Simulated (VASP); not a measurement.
# Ge (Fd-3m) in VASP: further runs, part 2 of 3

VASP 6.6.1. Earlier steps stand in the parts before.

## 3. Relaxation of the atoms, PBEsol (a relaxed cell with its volume scaled by 0.94)

File INCAR:

```
SYSTEM = Ge
PREC     = Accurate       ! precision mode
ENCUT    = 600            ! plane-wave cutoff, eV
EDIFF    = 1E-7           ! SCF threshold, eV
ISMEAR   = 0              ! smearing method
SIGMA    = 0.03           ! smearing width, eV
LREAL    = .False.        ! projectors in reciprocal space
LASPH    = .True.         ! aspherical terms in the spheres
NELM     = 80             ! most SCF steps
ALGO     = Fast           ! electronic algorithm
ISIF     = 2              ! what is computed and relaxed
LWAVE    = .False.        ! write WAVECAR
LCHARG   = .False.        ! write CHGCAR
GGA      = PS             ! functional
IBRION   = 2              ! ionic algorithm
NSW      = 40             ! ionic steps
EDIFFG   = -0.01          ! ionic threshold
```

File KPOINTS:

```
regular mesh
0
Gamma
  10 10 10
  0 0 0
```

File POSCAR:

```
Ge                                      
1.0
    0.0000000000      2.7790885453      2.7790885453
    2.7790885453      0.0000000000      2.7790885453
    2.7790885453      2.7790885453      0.0000000000
  Ge            
     2
Direct
     0.0000000000000000    0.0000000000000000    0.0000000000000000
     0.2500000000000000    0.2500000000000000    0.2500000000000000
```

Potentials or basis: VASP PAW PBE potentials, release 64 (Ge_d).

Run with:

```bash
cat potpaw_PBE.64/Ge_d/POTCAR > POTCAR
mpirun -np 1 vasp_std > vasp.out
```

OUTCAR:

```text
SYSTEM = Ge
   PREC = Accurate
   ENCUT = 600
   EDIFF = 1E-7
   ISMEAR = 0
   LREAL = .False.
   LASPH = .True.
   NELM = 80
   ISIF = 2
   GGA = PS
   IBRION = 2
   NSW = 40
   EDIFFG = -0.01

 ion  position               nearest neighbor table
   1  0.000  0.000  0.000-   2 2.41   2 2.41   2 2.41   2 2.41
   2  0.250  0.250  0.250-   1 2.41   1 2.41   1 2.41   1 2.41

  LATTYP: Found a face centered cubic cell.
 ALAT       =     5.5581770906

  Lattice vectors:

 A1 = (   0.0000000000,   2.7790885453,   2.7790885453)
 A2 = (   2.7790885453,   0.0000000000,   2.7790885453)
 A3 = (   2.7790885453,   2.7790885453,   0.0000000000)

Analysis of symmetry for initial positions (statically):
=====================================================================
 Subroutine PRICEL returns:
 Original cell was already a primitive cell.

 Routine SETGRP: Setting up the symmetry group for a
 face centered cubic supercell.

 Subroutine GETGRP returns: Found 48 space group operations
 (whereof 24 operations were pure point group operations)
 out of a pool of 48 trial point group operations.

The static configuration has the point symmetry T_d .
 The point group associated with its full space group is O_h .

Analysis of symmetry for dynamics (positions and initial velocities):
=====================================================================
 Subroutine PRICEL returns:
 Original cell was already a primitive cell.

 Routine SETGRP: Setting up the symmetry group for a
 face centered cubic supercell.

 Subroutine GETGRP returns: Found 48 space group operations
 (whereof 24 operations were pure point group operations)
 out of a pool of 48 trial point group operations.

The dynamic configuration has the point symmetry T_d .
 The point group associated with its full space group is O_h .

 Subroutine INISYM returns: Found 48 space group operations
 (whereof 24 operations are pure point group operations),
 and found     1 'primitive' translations

----------------------------------------------------------------------------------------

                                     Primitive cell

  volume of cell :      42.9277

  direct lattice vectors                    reciprocal lattice vectors
     0.000000000  2.779088545  2.779088545    -0.179915102  0.179915102  0.179915102
     2.779088545  0.000000000  2.779088545     0.179915102 -0.179915102  0.179915102
     2.779088545  2.779088545  0.000000000     0.179915102  0.179915102 -0.179915102

  length of vectors
     3.930224712  3.930224712  3.930224712     0.311622098  0.311622098  0.311622098

  position of ions in fractional coordinates (direct lattice)
     0.000000000  0.000000000  0.000000000
     0.250000000  0.250000000  0.250000000

  ion indices of the primitive-cell ions
   primitive index   ion index
                 1           1
                 2           2

----------------------------------------------------------------------------------------

 KPOINTS: regular mesh

Automatic generation of k-mesh.
 Grid dimensions read from file:
 generate k-points for:   10   10   10

 Generating k-lattice:

  Cartesian coordinates                     Fractional coordinates (reciprocal lattice)
    -0.017991510  0.017991510  0.017991510     0.100000000  0.000000000  0.000000000
     0.017991510 -0.017991510  0.017991510     0.000000000  0.100000000  0.000000000
     0.017991510  0.017991510 -0.017991510     0.000000000  0.000000000  0.100000000

  Length of vectors
     0.031162210  0.031162210  0.031162210

  Shift w.r.t. Gamma in fractional coordinates (k-lattice)
     0.000000000  0.000000000  0.000000000

 Subroutine IBZKPT returns following result:
 ===========================================

 Found     47 irreducible k-points:

 Following reciprocal coordinates:
            Coordinates               Weight
  0.000000  0.000000  0.000000      1.000000
  0.100000  0.000000  0.000000      8.000000
  0.200000  0.000000  0.000000      8.000000
  0.300000  0.000000  0.000000      8.000000
  0.400000  0.000000  0.000000      8.000000
  0.500000  0.000000  0.000000      4.000000
[... 16 lines left out ...]
  0.300000  0.300000  0.000000      6.000000
  0.400000  0.300000  0.000000     24.000000
 [... further k-points ...]
   k-points           NKPTS =     47   k-points in BZ     NKDIM =     47   number of bands    NBANDS=     18
   number of dos      NEDOS =    301   number of ions     NIONS =      2
   total plane-waves  NPLWV =  32768
   dimension x,y,z NGX =    32 NGY =   32 NGZ =   32
   dimension x,y,z NGXF=    64 NGYF=   64 NGZF=   64
   ions per type =               2
   NGX,Y,Z   is equivalent  to a cutoff of  13.54, 13.54, 13.54 a.u.
   NGXF,Y,Z  is equivalent  to a cutoff of  27.07, 27.07, 27.07 a.u.
 SYSTEM =  Ge
   PREC   = accura    normal or accurate (medium, high low for compatibility)
   ISTART =      0    job   : 0-new  1-cont  2-samecut
   ICHARG =      2    charge: 1-file 2-atom 10-const
   ISPIN  =      1    spin polarized calculation?
   LNONCOLLINEAR =      F non collinear calculations
   LSORBIT =      F    spin-orbit coupling
   LASPH  =      T    aspherical Exc in radial PAW
   ENCUT  =  600.0 eV  44.10 Ry    6.64 a.u.   7.85  7.85  7.85*2*pi/ulx,y,z
   NELM   =     80;   NELMIN=  2; NELMDL= -5     # of ELM steps
   EDIFF  = 0.1E-06   stopping-criterion for ELM
   LREAL  =      F    real-space projection
   EDIFFG = -.1E-01   stopping-criterion for IOM
   NSW    =     40    number of steps for IOM
   IBRION =      2    ionic relax: 0-MD 1-quasi-New 2-CG
   NFREE  =      1    steps in history (QN), initial steepest desc. (CG)
   ISIF   =      2    stress and relaxation
   ISYM   =      2    0-nonsym 1-usesym 2-fastsym
   POTIM  = 0.5000    time-step for ionic-motion
   TEBEG  =    0.0;   TEEND  =   0.0 temperature during run
   PSTRESS=    0.0 pullay stress
   NELECT =      28.0000    total number of electrons
   NUPDOWN=      -1.0000    fix difference up-down
   EMIN   =  10.00;   EMAX   =-10.00  energy-range for DOS
   EFERMI =   0.00;   METHOD = LEGACY
   ISMEAR =     0;   SIGMA  =   0.03  broadening in eV -4-tet -1-fermi 0-gaus
   EFERMI_NEDOS =   21; number of points for ismear=-14 and -15
   IALGO  =     68    algorithm
   IMIX   =      4    mixing-type and parameters
     AMIX     =   0.40;   BMIX     =  1.00
     AMIX_MAG =   1.60;   BMIX_MAG =  1.00
  volume/ion in A,a.u.               =      21.46       144.85
  Fermi-wavevector in a.u.,A,eV,Ry     =   1.419761  2.682959 27.425538  2.015720
  Thomas-Fermi vector in A             =   2.540747
   LORBIT       =      0    0 simple, 1 ext, 2 COOP (PROOUT), +10 PAW based schemes
   GGA     = PS    functional components
   LHFCALC =     F    Hartree Fock is set to
   AEXX    =    0.0000 exact exchange contribution
   IVDW    =     0    specifies the selected vdW correction
   LEPSILON=     F    determine dielectric tensor
   LRPA    =     F    only Hartree local field effects (RPA)
 conjugate gradient relaxation of ions
 non-spin polarized calculation
 RMM-DIIS sequential band-by-band and
 Gauss-broadening in eV      SIGMA  =   0.03
  energy-cutoff  :      600.00
  volume of cell :       42.93
 maximum number of plane-waves:      1459
   NGX = 15   NGY = 15   NGZ = 15

 number of electron      27.9999977 magnetization

 Free energy of the ion-electron system (eV)
  ---------------------------------------------------
  ext. energy  EPLUGINS =         0.00000000
  ---------------------------------------------------
  free energy    TOTEN  =        -9.83249046 eV

  energy without entropy =       -9.83249046  energy(sigma->0) =       -9.83249046

 E-fermi :   5.5274     XC(G=0): -10.3838

 val. band max:        5.3959046498   @ k =   0.0000   0.0000   0.0000
 cond. band min:       5.6867537146   @ k =   0.5000   0.0000   0.0000
 fundamental gap:      0.2908490649
 Fermi energy:         5.5274349842

 k-point     1 :       0.0000    0.0000    0.0000
  band No.  band energies     occupation
      1     -19.4509      2.00000
      2     -19.4509      2.00000
      3     -19.4509      2.00000
      4     -19.4099      2.00000
      5     -19.4099      2.00000
      6     -19.1670      2.00000
[... 10 lines left out ...]
     17       7.9483      0.00000
     18       7.9483      0.00000
[... 463 lines left out ...]
 k-point    24 :       0.4000    0.3000    0.0000
  band No.  band energies     occupation
      1     -19.4894      2.00000
      2     -19.4825      2.00000
      3     -19.4340      2.00000
      4     -19.3360      2.00000
      5     -19.3145      2.00000
      6     -19.2853      2.00000
[... 10 lines left out ...]
     17      12.3300      0.00000
     18      12.8747      0.00000

 [... further k-points ...]
[... 5 lines left out ...]
  --------------------------------------------------------------------------------------
  -------------------------------------------------------------------------------------
  Total        1.3031067      1.3031067      1.3031067      0.0000000     -0.0000000      0.0000000
  in kB       48.6355025     48.6355025     48.6355025      0.0000000     -0.0000000      0.0000000
  external PRESSURE =      48.6355025 kB  Pullay stress =       0.0000000 kB

 VOLUME and BASIS-vectors are now :
 -----------------------------------------------------------------------------
  energy-cutoff  :      600.00
  volume of cell :       42.93
      direct lattice vectors                 reciprocal lattice vectors
     0.000000000  2.779088545  2.779088545    -0.179915102  0.179915102  0.179915102
     2.779088545  0.000000000  2.779088545     0.179915102 -0.179915102  0.179915102
     2.779088545  2.779088545  0.000000000     0.179915102  0.179915102 -0.179915102

 POSITION                                       TOTAL-FORCE (eV/Angst)
 -----------------------------------------------------------------------------------
      0.00000      0.00000      0.00000         0.000000      0.000000      0.000000
      1.38954      1.38954      1.38954        -0.000000     -0.000000     -0.000000
 -----------------------------------------------------------------------------------
    total drift:                               -0.000000      0.000000      0.000000

  FREE ENERGIE OF THE ION-ELECTRON SYSTEM (eV)
  ---------------------------------------------------
  free  energy   TOTEN  =        -9.8324904619 eV

  energy  without entropy=       -9.8324904619  energy(sigma->0) =       -9.83249046

 reached required accuracy - stopping structural energy minimisation
```

It took 19 s on 1 thread of Intel Xeon 6975P-C (Granite Rapids), shared host; peak memory 0.18 GiB.

Results:

```yaml
Free_energy: -9.8325 eV
Pressure_after_relaxing: 4.9 GPa
Band_gap_on_the_k_mesh: 0.29 eV, indirect (least direct gap 0.49 eV)
```

Final structure:
```yaml
crystal:
  lattice:
    - [0.00000, 2.77909, 2.77909]
    - [2.77909, 0.00000, 2.77909]
    - [2.77909, 2.77909, 0.00000]
  atoms:
    - { symbol: Ge, position: [0.00000, 0.00000, 0.00000] }
    - { symbol: Ge, position: [0.25000, 0.25000, 0.25000] }
```

Caveat: the relaxation stopped at its first step, so nothing moved; the PAW data sets were made with another functional, which shifts forces and pressure a little.

(Continued in part 3 of 3.)
